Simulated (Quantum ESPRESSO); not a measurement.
# FeO (I4/mmm) in Quantum ESPRESSO: equation of state

Aim: energy against volume of FeO in PBEsol, for its equilibrium volume and stiffness.

All numbers are computed with Quantum ESPRESSO 7.5; they aren't measurements. Logs are shortened: lines on timing, memory, paths and dates and some standing lists are left out, and cuts for length are marked.

### 1 The crystal as given

Symmetry: I4/mmm, No. 139, tetragonal system. The conventional cell has a = 3.204 Å, b = 3.204 Å, c = 4.167 Å, α = 90.00°, β = 90.00°, γ = 90.00°. Fe (site symmetry 4/mmm) has 6 O at 2.08 to 2.27 Å as nearest neighbours. Around O (site symmetry 4/mmm) lie 6 Fe at 2.08 to 2.27 Å.

The cell comes from a database or a generator and needn't be the stable form of this composition.

### 2 Single point, PBEsol, collinear spin, ferromagnetic start, 10.05 Å³/atom

File pw.in:

```
&CONTROL
  calculation = 'scf'
  prefix = 'pwscf'
  outdir = './tmp'
  pseudo_dir = './pseudo'
  tprnfor = .true.
  tstress = .true.
  disk_io = 'nowf'
/
&SYSTEM
  ibrav = 0
  nat = 2
  ntyp = 2
  ecutwfc = 56
  ecutrho = 448
  nbnd = 21
  occupations = 'smearing'
  smearing = 'fd'
  degauss = 0.00367493
  nspin = 2
  starting_magnetization(1) = 0.1875
  starting_magnetization(2) = 0
/
&ELECTRONS
  conv_thr = 4d-10
  electron_maxstep = 120
  mixing_beta = 0.3
/
ATOMIC_SPECIES
Fe    55.8450 fe_pbesol_v1.5.uspp.F.UPF
O     15.9990 o_pbesol_v1.2.uspp.F.UPF
CELL_PARAMETERS angstrom
  -1.5693982481    1.5693982481    2.0408621071
   1.5693982481   -1.5693982481    2.0408621071
   1.5693982481    1.5693982481   -2.0408621071
ATOMIC_POSITIONS crystal
Fe     0.0000000000    0.0000000000    0.0000000000
O      0.5000000000    0.5000000000    0.0000000000
K_POINTS automatic
12 12 12 0 0 0
```

Potentials or basis: GBRV 1.5 PBEsol.

Started as:

```bash
OMP_NUM_THREADS=1 mpirun -n 2 pw.x -nk 2 -in pw.in > pw.out
```

pw.out:

```text
This program is part of the open-source Quantum ESPRESSO suite
     for quantum simulation of materials; please cite
         "P. Giannozzi et al., J. Phys.:Condens. Matter 21 395502 (2009);
         "P. Giannozzi et al., J. Phys.:Condens. Matter 29 465901 (2017);
         "P. Giannozzi et al., J. Chem. Phys. 152 154105 (2020);
     in publications or presentations arising from this work. More details at

     Message from routine setup:
     using ibrav=0 with symmetry is DISCOURAGED, use correct ibrav instead

     K-points division:     npool     =       2
     Subspace diagonalization in iterative solution of the eigenvalue problem:
     a serial algorithm will be used

     G-vector sticks info
     --------------------
     sticks:   dense  smooth     PW     G-vecs:    dense   smooth      PW
     Sum        1161     577    219                21765     7675    1787

     Using Slab Decomposition

     bravais-lattice index     =            0
     lattice parameter (alat)  =       5.6978  a.u.
     unit-cell volume          =     135.6865 (a.u.)^3
     number of atoms/cell      =            2
     number of atomic types    =            2
     number of electrons       =        22.00
     number of Kohn-Sham states=           21
     kinetic-energy cutoff     =      56.0000  Ry
     charge density cutoff     =     448.0000  Ry
     scf convergence threshold =      4.0E-10
     mixing beta               =       0.3000
     number of iterations used =            8  plain     mixing
     Exchange-correlation= SLA  PW   PSX  PSC
                           (   1   4  10   8   0   0   0)

     celldm(1)=   5.697811  celldm(2)=   0.000000  celldm(3)=   0.000000
     celldm(4)=   0.000000  celldm(5)=   0.000000  celldm(6)=   0.000000

     crystal axes: (cart. coord. in units of alat)
               a(1) = (  -0.520504   0.520504   0.676869 )
               a(2) = (   0.520504  -0.520504   0.676869 )
               a(3) = (   0.520504   0.520504  -0.676869 )

     reciprocal axes: (cart. coord. in units 2 pi/alat)
               b(1) = ( -0.000000  0.960608  0.738696 )
               b(2) = (  0.960608 -0.000000  0.738696 )
               b(3) = (  0.960608  0.960608  0.000000 )

     PseudoPot. # 1 for Fe read from file:
     fe_pbesol_v1.5.uspp.F.UPF
     Pseudo is Ultrasoft + core correction, Zval = 16.0
     Generated by new atomic code, or converted to UPF format
     Using radial grid of  861 points,  6 beta functions with:
                l(1) =   0
                l(2) =   0
                l(3) =   1
                l(4) =   1
                l(5) =   2
                l(6) =   2
     Q(r) pseudized with  8 coefficients,  rinner =    1.000   1.000   1.000
                                                       1.000   1.000

     PseudoPot. # 2 for O  read from file:
     o_pbesol_v1.2.uspp.F.UPF
     Pseudo is Ultrasoft + core correction, Zval =  6.0
     Generated by new atomic code, or converted to UPF format
     Using radial grid of  737 points,  5 beta functions with:
                l(1) =   0
                l(2) =   0
                l(3) =   1
                l(4) =   1
                l(5) =   2
     Q(r) pseudized with  8 coefficients,  rinner =    0.900   0.900   0.900
                                                       0.900   0.900

     atomic species   valence    mass     pseudopotential
     Fe               16.00    55.84500     Fe( 1.00)
     O                 6.00    15.99900     O ( 1.00)

     Starting magnetic structure
     atomic species   magnetization
     Fe              0.188
     O               0.000

     16 Sym. Ops., with inversion, found

   Cartesian axes

     site n.     atom                  positions (alat units)
         1        Fe     tau(   1) = (   0.0000000   0.0000000   0.0000000  )
         2        O      tau(   2) = (   0.0000000   0.0000000   0.6768688  )

     number of k points=   163  Fermi-Dirac smearing, width (Ry)=  0.0037

     Number of k-points >= 100: set verbosity='high' to print them.

     Dense  grid:    21765 G-vectors     FFT dimensions: (  40,  40,  40)

     Smooth grid:     7675 G-vectors     FFT dimensions: (  27,  27,  27)

     Check: negative core charge=   -0.000030
     Generating pointlists ...
     new r_m :   0.2792 (alat units)  1.5909 (a.u.) for type    1
     new r_m :   0.2792 (alat units)  1.5909 (a.u.) for type    2

     Initial potential from superposition of free atoms

     starting charge      21.0000, renormalised to      22.0000
     Starting wfcs are   17 randomized atomic wfcs +    4 random wfcs

     Self-consistent Calculation

     iteration #  1     ecut=    56.00 Ry     beta= 0.30
     Davidson diagonalization with overlap
     ethr =  1.00E-02,  avg # of iterations =  5.3

     total energy              =    -282.22512156 Ry
     estimated scf accuracy    <       0.67642276 Ry

     total magnetization       =     3.75 Bohr mag/cell
     absolute magnetization    =     3.75 Bohr mag/cell

     iteration #  2     ecut=    56.00 Ry     beta= 0.30
     Davidson diagonalization with overlap
     ethr =  3.07E-03,  avg # of iterations =  1.8

     total energy              =    -282.36275620 Ry
     estimated scf accuracy    <       0.16809604 Ry

     total magnetization       =     3.40 Bohr mag/cell
     absolute magnetization    =     3.40 Bohr mag/cell

     iteration #  3     ecut=    56.00 Ry     beta= 0.30
     Davidson diagonalization with overlap
     ethr =  7.64E-04,  avg # of iterations =  1.1

     total energy              =    -282.39757096 Ry
     estimated scf accuracy    <       0.02506039 Ry

     total magnetization       =     3.85 Bohr mag/cell
     absolute magnetization    =     3.85 Bohr mag/cell

     iteration #  4     ecut=    56.00 Ry     beta= 0.30
     Davidson diagonalization with overlap
     ethr =  1.14E-04,  avg # of iterations =  1.5

     total energy              =    -282.40389467 Ry
     estimated scf accuracy    <       0.01141990 Ry

     total magnetization       =     3.89 Bohr mag/cell
     absolute magnetization    =     3.89 Bohr mag/cell

     iteration #  5     ecut=    56.00 Ry     beta= 0.30
     Davidson diagonalization with overlap
     ethr =  5.19E-05,  avg # of iterations =  1.6

     total energy              =    -282.40603304 Ry
     estimated scf accuracy    <       0.00058694 Ry

     total magnetization       =     4.00 Bohr mag/cell
     absolute magnetization    =     4.00 Bohr mag/cell

     iteration #  6     ecut=    56.00 Ry     beta= 0.30
     Davidson diagonalization with overlap
     ethr =  2.67E-06,  avg # of iterations =  3.6

     total energy              =    -282.40617293 Ry
     estimated scf accuracy    <       0.00018612 Ry

     total magnetization       =     4.00 Bohr mag/cell
     absolute magnetization    =     4.01 Bohr mag/cell

     iteration #  7     ecut=    56.00 Ry     beta= 0.30
     Davidson diagonalization with overlap
     ethr =  8.46E-07,  avg # of iterations =  1.5

     total energy              =    -282.40620766 Ry
     estimated scf accuracy    <       0.00000414 Ry

     total magnetization       =     4.00 Bohr mag/cell
     absolute magnetization    =     4.01 Bohr mag/cell

     iteration #  8     ecut=    56.00 Ry     beta= 0.30
     Davidson diagonalization with overlap
     ethr =  1.88E-08,  avg # of iterations =  2.0

     total energy              =    -282.40620910 Ry
     estimated scf accuracy    <       0.00000489 Ry

     total magnetization       =     4.00 Bohr mag/cell
     absolute magnetization    =     4.01 Bohr mag/cell

     iteration #  9     ecut=    56.00 Ry     beta= 0.30
     Davidson diagonalization with overlap
     ethr =  1.88E-08,  avg # of iterations =  1.1

     total energy              =    -282.40620962 Ry
     estimated scf accuracy    <       0.00000070 Ry

     total magnetization       =     4.00 Bohr mag/cell
     absolute magnetization    =     4.01 Bohr mag/cell

     iteration # 10     ecut=    56.00 Ry     beta= 0.30
     Davidson diagonalization with overlap
     ethr =  3.16E-09,  avg # of iterations =  1.9

     total energy              =    -282.40620985 Ry
     estimated scf accuracy    <       0.00000042 Ry

     total magnetization       =     4.00 Bohr mag/cell
     absolute magnetization    =     4.01 Bohr mag/cell

     iteration # 11     ecut=    56.00 Ry     beta= 0.30
     Davidson diagonalization with overlap
     ethr =  1.89E-09,  avg # of iterations =  1.5

     total energy              =    -282.40620997 Ry
     estimated scf accuracy    <          3.1E-09 Ry

     total magnetization       =     4.00 Bohr mag/cell
     absolute magnetization    =     4.01 Bohr mag/cell

     iteration # 12     ecut=    56.00 Ry     beta= 0.30
     Davidson diagonalization with overlap
     ethr =  1.41E-11,  avg # of iterations =  2.0

     total energy              =    -282.40620998 Ry
     estimated scf accuracy    <          4.5E-10 Ry

     total magnetization       =     4.00 Bohr mag/cell
     absolute magnetization    =     4.01 Bohr mag/cell

     iteration # 13     ecut=    56.00 Ry     beta= 0.30
     Davidson diagonalization with overlap
     ethr =  2.04E-12,  avg # of iterations =  2.0

     Magnetic moment per site  (integrated on atomic sphere of radius R)
     atom   1 (R=0.279)  charge= 13.2889  magn=  3.3739
     atom   2 (R=0.279)  charge=  5.5555  magn=  0.3231

     End of self-consistent calculation

     Number of k-points >= 100: set verbosity='high' to print the bands.

     the Fermi energy is    14.2972 ev

!    total energy              =    -282.40620999 Ry
     estimated scf accuracy    <          3.1E-10 Ry
     smearing contrib. (-TS)   =      -0.00084965 Ry
     internal energy E=F+TS    =    -282.40536034 Ry

     The total energy is F=E-TS. E is the sum of the following terms:
     one-electron contribution =    -137.52747972 Ry
     hartree contribution      =      80.79461522 Ry
     xc contribution           =     -36.21706085 Ry
     ewald contribution        =    -189.45543499 Ry

     total magnetization       =     4.00 Bohr mag/cell
     absolute magnetization    =     4.01 Bohr mag/cell

     convergence has been achieved in  13 iterations

     Forces acting on atoms (cartesian axes, Ry/au):

     atom    1 type  1   force =    -0.00000000   -0.00000000   -0.00000000
     atom    2 type  2   force =     0.00000000    0.00000000    0.00000000

     Total force =     0.000000     Total SCF correction =     0.000000

     Computing stress (Cartesian axis) and pressure

          total   stress  (Ry/bohr**3)                   (kbar)     P=      -68.02
  -0.00065709  -0.00000000  -0.00000000          -96.66       -0.00       -0.00
  -0.00000000  -0.00065709  -0.00000000           -0.00      -96.66       -0.00
   0.00000000  -0.00000000  -0.00007301            0.00       -0.00      -10.74

=------------------------------------------------------------------------------=
   JOB DONE.
=------------------------------------------------------------------------------=
```

Run time: 62 s. Hardware: 2 MPI ranks of Arm Neoverse V2, shared host; peak memory 0.28 GiB.

What came out:

* Free energy: -3842.3322 eV
* Pressure: -6.8 GPa
* Band gap on the k mesh: none (metal or under the smearing width)
* Net moment: 4.00 μB per cell
* Absolute moment: 4.01 μB per cell
* Site moments: Fe +3.37; O +0.32 μB
* Valence electrons inside the program's atomic spheres: Fe 13.29; O 5.56

Caveat: a cell with one magnetic atom can't hold antiferromagnetic order, which such compounds often take; semilocal functionals often make such compounds metallic where correlation or magnetic order opens a gap, which also shifts bond lengths.

### 3 Single point, PBEsol, collinear spin, ferromagnetic start, 10.27 Å³/atom

pw.in: that of step 2 with these lines changed.

```diff
@@ -32,5 +32,5 @@
 CELL_PARAMETERS angstrom
-  -1.5693982481    1.5693982481    2.0408621071
-   1.5693982481   -1.5693982481    2.0408621071
-   1.5693982481    1.5693982481   -2.0408621071
+  -1.5804507126    1.5804507126    2.0552348490
+   1.5804507126   -1.5804507126    2.0552348490
+   1.5804507126    1.5804507126   -2.0552348490
 ATOMIC_POSITIONS crystal
```

Potentials or basis: GBRV 1.5 PBEsol.

Started as:

```bash
OMP_NUM_THREADS=1 mpirun -n 2 pw.x -nk 2 -in pw.in > pw.out
```

It took 56 s on 2 MPI ranks of Arm Neoverse V2, shared host; peak memory 0.28 GiB.

Results (log left out):

```yaml
Free_energy: -3842.3097 eV
Pressure: -10.3 GPa
Band_gap_on_the_k_mesh: none (metal or under the smearing width)
Net_moment: 4.00 μB per cell
Absolute_moment: 4.01 μB per cell
Site_moments: Fe +3.39; O +0.32 μB
Valence_electrons_inside_the_program's_atomic_spheres: Fe 13.31; O 5.57
```

Caveat: a cell with one magnetic atom can't hold antiferromagnetic order, which such compounds often take; semilocal functionals often make such compounds metallic where correlation or magnetic order opens a gap, which also shifts bond lengths.

### 4 Single point, PBEsol, collinear spin, ferromagnetic start, 10.48 Å³/atom

pw.in: that of step 3 with these lines changed.

```diff
@@ -32,5 +32,5 @@
 CELL_PARAMETERS angstrom
-  -1.5804507126    1.5804507126    2.0552348490
-   1.5804507126   -1.5804507126    2.0552348490
-   1.5804507126    1.5804507126   -2.0552348490
+  -1.5913507171    1.5913507171    2.0694093304
+   1.5913507171   -1.5913507171    2.0694093304
+   1.5913507171    1.5913507171   -2.0694093304
 ATOMIC_POSITIONS crystal
```

Started as:

```bash
OMP_NUM_THREADS=1 mpirun -n 2 pw.x -nk 2 -in pw.in > pw.out
```

Wall time 57 s (2 MPI ranks of Arm Neoverse V2, shared host); peak memory 0.28 GiB.

The run converged. Its results:

```
Free energy                                           : -3842.2783 eV
Pressure                                              : -13.4 GPa
Band gap on the k mesh                                : none (metal or under the smearing width)
Net moment                                            : 4.00 μB per cell
Absolute moment                                       : 4.02 μB per cell
Site moments                                          : Fe +3.40; O +0.32 μB
Valence electrons inside the program's atomic spheres : Fe 13.34; O 5.59
```

Caveat: a cell with one magnetic atom can't hold antiferromagnetic order, which such compounds often take; semilocal functionals often make such compounds metallic where correlation or magnetic order opens a gap, which also shifts bond lengths.

### 5 Single point, PBEsol, collinear spin, ferromagnetic start, 10.70 Å³/atom

pw.in: that of step 4 with these lines changed.

```diff
@@ -32,5 +32,5 @@
 CELL_PARAMETERS angstrom
-  -1.5913507171    1.5913507171    2.0694093304
-   1.5913507171   -1.5913507171    2.0694093304
-   1.5913507171    1.5913507171   -2.0694093304
+  -1.6021034130    1.6021034130    2.0833922500
+   1.6021034130   -1.6021034130    2.0833922500
+   1.6021034130    1.6021034130   -2.0833922500
 ATOMIC_POSITIONS crystal
```

Started as:

```bash
OMP_NUM_THREADS=1 mpirun -n 2 pw.x -nk 2 -in pw.in > pw.out
```

It took 58 s on 2 MPI ranks of Arm Neoverse V2, shared host; peak memory 0.3 GiB.

The run converged. Its results:

```
Free energy                                           : -3842.2392 eV
Pressure                                              : -16.1 GPa
Band gap on the k mesh                                : none (metal or under the smearing width)
Net moment                                            : 4.00 μB per cell
Absolute moment                                       : 4.02 μB per cell
Site moments                                          : Fe +3.41; O +0.31 μB
Valence electrons inside the program's atomic spheres : Fe 13.36; O 5.61
```

Caveat: a cell with one magnetic atom can't hold antiferromagnetic order, which such compounds often take; semilocal functionals often make such compounds metallic where correlation or magnetic order opens a gap, which also shifts bond lengths.

(Part 1 of 2 ends here.)
